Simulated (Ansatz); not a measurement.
# Blue phosphorene bilayer (AB) in a perpendicular field, part 3 of 3

Aim: how the blue phosphorene bilayer (AB) screens a field along its normal, and what the field does to its bands. A positive field points along +c.

Ansatz 0.2.0; plane-wave DFT, PBE-D3(BJ), Ansatz PAW.

So far, gap along the path (eV): step 3 (atoms held, field 0, start network) 1.16; step 5 (field -0.05 V/Å) 1.16; step 6 (field 0.1 V/Å) 1.16; step 7 (field -0.1 V/Å) 1.16; step 8 (field 0.2 V/Å) 1.14.

## (9) Atoms held, field -0.2 V/Å

input.yaml reads:

```yaml
crystal:
  lattice:
    - [3.2574557869, 0.0, 0.0]
    - [-1.6287278934, 2.8210394631, 0.0]
    - [0.0, 0.0, 23.824965947]
  atoms:
    - { symbol: P, position: [0.6666666667, 0.3333333333, 0.3777549995] }
    - { symbol: P, position: [0.3333333333, 0.6666666667, 0.4299179106] }
    - { symbol: P, position: [0.0, 0.0, 0.5700820894] }
    - { symbol: P, position: [0.6666666667, 0.3333333333, 0.6222450005] }
kpoints:
  mp_grid: { grid: [18, 18, 1] }
  band_path:
    path: [[0, 0, 0], [0.5, 0, 0], [0.33333333, 0.33333333, 0], [0, 0, 0]]
    npoints: 16
hamiltonian:
  xc: pbe
  dispersion: d3bj
scf:
  occupations: { method: fermi_dirac, width: 0.02585 }
  convergence: { dr2_threshold: 1.0e-10 }
efield:
  axis: 3
  dipole_correction: true
  ramp_position: 0.9484
  ramp_width: 0.1033
  amplitude: -0.2
output:
  write_potential: true
  write_density: true
  volumetric_format: npy
```

Command:

```
$ ansatz run input.yaml --threads 2 --pin off --max-ram 4096MiB --backend cpu --events-out ev --progress --plain --runs-dir out
```

Numbers of over 12 decimals in the logs are rounded to 6 here.

The log of the run:

```text
[...]
Crystal: 4 atoms, lattice volume = 218.937 Å³
Basis set: ecut = 420 eV, 4375 PW (Γ)
Bands: 14, of which v1, the nominal top of the filled ones, is band 10 counted from 1 (9 counted from 0)
Symmetry: 6 space group operations
k-points: 37 of 324 (time reversal used)
[...]
--- Band table (eV; the first three rows and the last of 37) ---
  k-point 0: bands = [... 6 lower, -1.9994, -1.8480, -1.8480, -1.4483, 2.0202, 2.0202, 2.0218, 2.1978]
  k-point 1: bands = [... 6 lower, -2.2912, -2.1200, -1.9678, -1.4214, 1.8770, 2.0562, 2.1726, 2.3531]
  k-point 2: bands = [... 6 lower, -2.8247, -2.4237, -2.2698, -1.3669, 1.5112, 1.6875, 2.5494, 2.7362]
  k-point 36: bands = [... 6 lower, -3.7428, -3.7398, -3.6095, -3.4794, 0.1964, 0.3462, 2.9792, 3.5856]
[key lines of the parts left out:]
SCF converged after 12 iterations
Free energy (F): -3023.652831 eV
Fermi energy:    -0.698036 eV
Dipole field:    D = -0.063792 V/Å  (p = -0.077183 e·Å, saw-weighted, corrected)
```

Elapsed: 20 s, on 2 threads of Intel Xeon at 2.50GHz (Skylake/Cascade Lake), shared host; peak memory 0.45 GiB.

The dipole is -0.0772 e·Å, and the gap 1.143 eV.

## (10) Single point, field 0.3 V/Å

Edit input.yaml of step 9 so:

```diff
@@ -24,5 +24,5 @@
   dipole_correction: true
-  ramp_position: 0.9484
-  ramp_width: 0.1033
-  amplitude: -0.2
+  ramp_position: 0.9454
+  ramp_width: 0.1093
+  amplitude: 0.3
 output:
```

The log of the run:

```text
[...]
Crystal: 4 atoms, lattice volume = 218.937 Å³
Basis set: ecut = 420 eV, 4375 PW (Γ)
Bands: 14, of which v1, the nominal top of the filled ones, is band 10 counted from 1 (9 counted from 0)
Symmetry: 6 space group operations
k-points: 37 of 324 (time reversal used)
[...]
--- Band table (eV; the first three rows and the last of 37) ---
  k-point 0: bands = [... 6 lower, -2.0402, -1.8136, -1.8136, -1.4461, 1.9821, 1.9835, 1.9835, 2.2292]
  k-point 1: bands = [... 6 lower, -2.2567, -2.1606, -1.9335, -1.4193, 1.8398, 2.0865, 2.1360, 2.3833]
  k-point 2: bands = [... 6 lower, -2.8324, -2.4640, -2.2358, -1.3645, 1.4734, 1.7185, 2.5136, 2.7657]
  k-point 36: bands = [... 6 lower, -3.7792, -3.7758, -3.5797, -3.4496, 0.1559, 0.3801, 2.9709, 3.5414]
[key lines of the parts left out:]
SCF converged after 13 iterations
Free energy (F): -3023.662482 eV
Fermi energy:    -0.705185 eV
Dipole field:    D = 0.095740 V/Å  (p = 0.115839 e·Å, saw-weighted, corrected)
```

Wall time 23 s (2 threads); peak memory 0.46 GiB; 44 s of CPU time.

The dipole is 0.116 e·Å, and the gap 1.122 eV.

## (11) Atoms held, field -0.3 V/Å

Edit input.yaml of step 10 so:

```diff
@@ -26,3 +26,3 @@
   ramp_width: 0.1093
-  amplitude: 0.3
+  amplitude: -0.3
 output:
```

The log of the run:

```text
[...]
Crystal: 4 atoms, lattice volume = 218.937 Å³
Basis set: ecut = 420 eV, 4375 PW (Γ)
Bands: 14, of which v1, the nominal top of the filled ones, is band 10 counted from 1 (9 counted from 0)
Symmetry: 6 space group operations
k-points: 37 of 324 (time reversal used)
[...]
--- Band table (eV; the first three rows and the last of 37) ---
  k-point 0: bands = [... 6 lower, -2.0397, -1.8131, -1.8131, -1.4456, 1.9826, 1.9840, 1.9840, 2.2297]
  k-point 1: bands = [... 6 lower, -2.2562, -2.1601, -1.9330, -1.4188, 1.8403, 2.0870, 2.1365, 2.3838]
  k-point 2: bands = [... 6 lower, -2.8319, -2.4635, -2.2353, -1.3640, 1.4739, 1.7190, 2.5141, 2.7662]
  k-point 36: bands = [... 6 lower, -3.7787, -3.7753, -3.5792, -3.4491, 0.1564, 0.3806, 2.9714, 3.5419]
[key lines of the parts left out:]
SCF converged after 13 iterations
Free energy (F): -3023.662482 eV
Fermi energy:    -0.704698 eV
Dipole field:    D = -0.095741 V/Å  (p = -0.115839 e·Å, saw-weighted, corrected)
```

The job ended after 21 s (2 threads; peak memory 0.45 GiB; 41 s of CPU time).

The dipole is -0.116 e·Å, and the gap 1.122 eV.

## (12) Atoms held, field 0.4 V/Å

Edit input.yaml of step 11 so:

```diff
@@ -24,5 +24,5 @@
   dipole_correction: true
-  ramp_position: 0.9454
-  ramp_width: 0.1093
-  amplitude: -0.3
+  ramp_position: 0.9064
+  ramp_width: 0.1872
+  amplitude: 0.4
 output:
```

The log of the run:

```text
[...]
Crystal: 4 atoms, lattice volume = 218.937 Å³
Basis set: ecut = 420 eV, 4375 PW (Γ)
Bands: 14, of which v1, the nominal top of the filled ones, is band 10 counted from 1 (9 counted from 0)
Symmetry: 6 space group operations
k-points: 37 of 324 (time reversal used)
[...]
--- Band table (eV; the first three rows and the last of 37) ---
  k-point 0: bands = [... 6 lower, -2.0811, -1.7801, -1.7801, -1.4425, 1.9393, 1.9447, 1.9447, 2.2605]
  k-point 1: bands = [... 6 lower, -2.2229, -2.2014, -1.9000, -1.4156, 1.8005, 2.0974, 2.1176, 2.3593]
  k-point 2: bands = [... 6 lower, -2.8421, -2.5047, -2.2025, -1.3606, 1.4337, 1.7504, 2.4754, 2.7804]
  k-point 36: bands = [... 6 lower, -3.8162, -3.8158, -3.5506, -3.4163, 0.1152, 0.4131, 2.9603, 3.4967]
[key lines of the parts left out:]
SCF converged after 12 iterations
Free energy (F): -3023.676001 eV
Fermi energy:    -0.713787 eV
Dipole field:    D = 0.127758 V/Å  (p = 0.154578 e·Å, saw-weighted, corrected)
```

Elapsed: 20 s, on 2 threads; peak memory 0.46 GiB.

The dipole is 0.155 e·Å, and the gap 1.095 eV.

## (13) Atoms held, field -0.4 V/Å

Edit input.yaml of step 12 so:

```diff
@@ -26,3 +26,3 @@
   ramp_width: 0.1872
-  amplitude: 0.4
+  amplitude: -0.4
 output:
```

The log of the run:

```text
[...]
Crystal: 4 atoms, lattice volume = 218.937 Å³
Basis set: ecut = 420 eV, 4375 PW (Γ)
Bands: 14, of which v1, the nominal top of the filled ones, is band 10 counted from 1 (9 counted from 0)
Symmetry: 6 space group operations
k-points: 37 of 324 (time reversal used)
[...]
--- Band table (eV; the first three rows and the last of 37) ---
  k-point 0: bands = [... 6 lower, -2.0811, -1.7801, -1.7801, -1.4425, 1.9393, 1.9447, 1.9447, 2.2605]
  k-point 1: bands = [... 6 lower, -2.2230, -2.2014, -1.9000, -1.4156, 1.8005, 2.0974, 2.1176, 2.3593]
  k-point 2: bands = [... 6 lower, -2.8421, -2.5047, -2.2025, -1.3606, 1.4338, 1.7503, 2.4754, 2.7805]
  k-point 36: bands = [... 6 lower, -3.8162, -3.8158, -3.5506, -3.4163, 0.1152, 0.4131, 2.9603, 3.4967]
[key lines of the parts left out:]
SCF converged after 12 iterations
Free energy (F): -3023.676001 eV
Fermi energy:    -0.713786 eV
Dipole field:    D = -0.127752 V/Å  (p = -0.154570 e·Å, saw-weighted, corrected)
```

Wall time 22 s (2 threads); peak memory 0.46 GiB.

The dipole is -0.155 e·Å, and the gap 1.095 eV.

## (14) Response, atoms held

This step: plane-wave DFT, PBE-D3(BJ), Ansatz PAW; response to a field along the normal, atoms held (Ansatz 0.2.0).

The dipoles give the slope, and the difference of two potentials shows where the field is screened.

Numbers from this step:

```
equivalent conductor thickness p/(ε₀AE) : 7.596 Å
distance between the outer atoms        : 5.825 Å
```

Table of dipole of the cell by applied field:

```
applied field (V/Å)  dipole of the cell (e·Å)
             -0.400                    -0.155
             -0.300                    -0.116
             -0.200                   -0.0772
             -0.100                   -0.0386
             -0.050                   -0.0193
              0.000                         0
              0.050                    0.0193
              0.100                    0.0386
              0.200                    0.0772
              0.300                     0.116
              0.400                     0.155
```

Local field over the applied field, running mean. From the potentials at -0.05 and 0.05 V/Å; running mean over 2.8 Å. Local field over applied field against z:

z (Å), local field over applied field and a bar:
```
      4.5      0.997 ##############################
      5.0      0.991 ##############################
      5.5      0.976 #############################
      6.0      0.940 ############################
      6.5      0.865 ##########################
      7.0      0.740 ######################
      7.5      0.585 #################
      8.0      0.421 ###########
      8.5      0.262 ######
      9.0      0.139 ##
      9.5      0.074 
     10.0      0.079 
     10.5      0.133 ##
     11.0      0.202 ####
     11.5      0.245 ######
     12.0      0.253 ######
     12.5      0.235 #####
     13.0      0.178 ####
     13.5      0.111 #
     14.0      0.070 
     14.5      0.089 #
     15.0      0.176 ###
     15.5      0.315 ########
     16.0      0.479 #############
     16.5      0.641 ##################
     17.0      0.789 #######################
     17.5      0.897 ###########################
     18.0      0.956 #############################
     18.5      0.983 ##############################
     19.0      0.993 ##############################
     19.5      0.998 ##############################
```

Electrons, planar mean, per unit field. Table of induced electron density by z:

```
z (Å)  induced electron density (e/Å³ per V/Å)
  4.5                                   1.2e-5
  5.0                                   3.5e-5
  5.5                                   9.6e-5
  6.0                                   2.5e-4
  6.5                                   6.3e-4
  7.0                                  0.00143
  7.5                                  0.00276
  8.0                                  0.00335
  8.5                                  0.00142
  9.0                                   8.8e-4
  9.5                                   3.9e-4
 10.0                                  -8.1e-4
 10.5                                  -5.7e-4
 11.0                                 -0.00188
 11.5                                 -0.00160
 12.0                                   3.7e-4
 12.5                                  0.00203
 13.0                                  0.00135
 13.5                                   5.8e-4
 14.0                                   6.1e-4
 14.5                                  -8.2e-4
 15.0                                  -7.6e-4
 15.5                                 -0.00226
 16.0                                 -0.00339
 16.5                                 -0.00227
 17.0                                 -0.00109
 17.5                                  -4.6e-4
 18.0                                  -1.8e-4
 18.5                                  -6.8e-5
 19.0                                  -2.4e-5
 19.5                                  -8.2e-6
```

The smaller of the gaps on the path and on the k-mesh, counted as 0 under 0.03 eV. The gap by applied field:

```
applied field (V/Å)  gap (eV)
             -0.400      1.10
             -0.300      1.12
             -0.200      1.14
             -0.100      1.16
             -0.050      1.16
              0.000      1.16
              0.050      1.16
              0.100      1.16
              0.200      1.14
              0.300      1.12
              0.400      1.10
```

By hand: between -0.05 and 0.05 V/Å the dipole changes by 0.03857 e·Å, a slope of 0.3857 e·Å²/V. A perfect conductor of thickness t has p = ε₀AEt, so t = 180.95 × 0.3857 / 9.189 = 7.60 Å (e/ε₀ = 180.95 V·Å, A in Å²).

The induced dipole is that of a conductor 7.60 Å thick.

## (15) What came out

- gap without field: 1.16 eV
- ionisation energy, upper face: 5.62 eV
- electron affinity, upper face: 4.46 eV
- equivalent conductor thickness, atoms held: 7.60 Å

What this shows: The induced dipole equals that of a perfect conductor 7.60 Å thick, while the outer atoms lie 5.82 Å apart; an out-of-plane ε follows only once a thickness t is chosen, by 1 − 1/ε = 7.60 Å / t. The gap goes from 1.16 eV to 1.10 eV at -0.4 V/Å. With the field reversed the gap is 1.10 eV at 0.4 V/Å. Semilocal functionals give gaps that are too small, and excitons are not included.

[Logs are printed without paths, hosts, clocks, repeated set-up lines and the standing remarks that a program may print on its own settings, such as how far it seeks lower states.]

[Hosts, paths, dates, database ids (printed as entryN), source tags and the programs' standing remarks are cut or masked in the printed files.]

[Maps of the electrostatic potential energy from Ansatz leave out the sawtooth potential of an applied field or a dipole correction, so their vacuum need not be flat; planar profiles and work functions include it.]
